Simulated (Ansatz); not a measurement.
Crystal: Sc.

```
Sc
1.0
     3.30900    0.00000    0.00000
    -1.65450    2.86568    0.00000
     0.00000    0.00000    5.27330
Sc
2
Cartesian
  1.6545 0.9552 3.9550
  0.0000 1.9105 1.3183
```

Base run:

```yaml
Program: Ansatz 0.2.0
Functional: PBE
Potentials_or_basis: all-electron LAPW, scalar-relativistic
Cutoff: 167 eV
Density_cutoff: 668 eV
Basis_error_allowed: 0.001 eV/atom
k_mesh: 9 × 9 × 5
Occupations: fermi-dirac, width 0.05 eV
Spin: no spin polarisation
```

Its results: band gap on the k mesh none (metal or under the smearing width); pressure -0.7 GPa.

**Question.** The run is repeated on the same cell with these changes: functional from PBE to LDA; dispersion from none to D3(BJ). What comes out?

**Answer.** Band gap on the k mesh none (metal or under the smearing width); pressure -7.8 GPa.

Several settings changed at once, so the effect can't be laid on one alone.

Caveats: pairwise dispersion overbinds metals, which lowers pressure and volume (some runs).

Not every run made on this cell is shown here.
